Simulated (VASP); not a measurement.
Crystal: AlRu.

```xyz
2
Lattice="2.9916 0.0000 0.0000 0.0000 2.9916 0.0000 0.0000 0.0000 2.9916" Properties=species:S:1:pos:R:3 pbc="T T T"
Ru    1.4958    1.4958    1.4958
Al    0.0000    0.0000    0.0000
```

* Program: VASP 6.6.1
* Task: single point
* Functional: PBEsol
* Potentials or basis: VASP PAW PBE potentials, release 64 (Ru_pv, Al)
* Cutoff: 520 eV
* k mesh: 9 × 9 × 9
* Occupations: fermi-dirac, width 0.05 eV
* Spin: no spin polarisation

On this cell: pressure -3.3 GPa; largest force zero by symmetry; band gap on the k mesh none (metal or under the smearing width).

The same run follows on a disturbed copy (atoms moved at random, drawn with an rms of 0.05 Å):

```
Ru Al
1.0
     2.99160    0.00000    0.00000
     0.00000    2.99160    0.00000
     0.00000    0.00000    2.99160
Ru Al
1 1
Direct
  0.49700 0.51102 0.48780
  0.99568 0.99117 0.01002
```

Task: What changes?

Result: The energy (extrapolated to zero smearing) moves by +15.4 meV/atom; pressure -2.7 GPa; largest force 0.694 eV/Å; band gap on the k mesh none (metal or under the smearing width).

Forces in eV/Å, atoms in the order of the input:
```
Ru  -0.031 -0.463  0.517
Al   0.031  0.463 -0.517
```

Stress tensor (GPa, compression positive):
```
-2.43  0.04 -0.04
 0.04 -2.73 -0.62
-0.04 -0.62 -2.81
```

Caveats: the PAW data sets were made with another functional, which shifts forces and pressure a little.
